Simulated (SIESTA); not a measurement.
## Mo under changes of volume

One of the cells (15.892 Å³/atom); the others are scaled copies at fixed shape and fractional positions:

```
Mo
1.0
    -1.58381    1.58381    1.58381
     1.58381   -1.58381    1.58381
     1.58381    1.58381   -1.58381
Mo
1
Direct
  0.00000 0.00000 0.00000
```

- Program: SIESTA 5.4.2
- Functional: LDA
- Potentials or basis: PseudoDojo 0.4 standard (LDA files)
- Basis: DZP (energy shift 0.003 Ry; two zetas on semicore shells)
- Grid cutoff: 800 Ry
- Energy shift: 0.003 Ry
- k mesh: 12 × 12 × 12
- Occupations: fermi-dirac, width 0.05 eV
- Spin: no spin polarisation

| volume (Å³/atom) | energy over the lowest point (meV/atom) | pressure (GPa) |
| --- | --- | --- |
| 14.938 | ? | ? |
| 15.256 | 0.00 | 0.1 |
| 15.574 | 5.84 | -5.8 |
| 15.892 | 22.78 | -11.1 |
| 16.209 | 49.64 | -15.9 |
| 16.527 | 85.35 | -20.0 |
| 16.845 | 128.97 | -23.8 |

**Question.** What does the run at 14.938 Å³/atom give?

**Answer.** Energy over the lowest point 6.37 meV/atom; pressure 6.6 GPa.

Worked out: A Birch-Murnaghan fit of order 3 (a polynomial in V^(-2/3)) to the other rows has its minimum at 15.26 Å³/atom with B0 = V·E''(V) = 302 GPa and B' = 4.6. It gives 6.72 meV/atom at 14.938 Å³/atom, against the run's 6.37, and -dE/dV = 6.8 GPa, against 6.6.

Energies are extrapolated to zero smearing.

Caveats: the basis of atomic orbitals isn't converged, which shifts pressures, moduli and gaps.
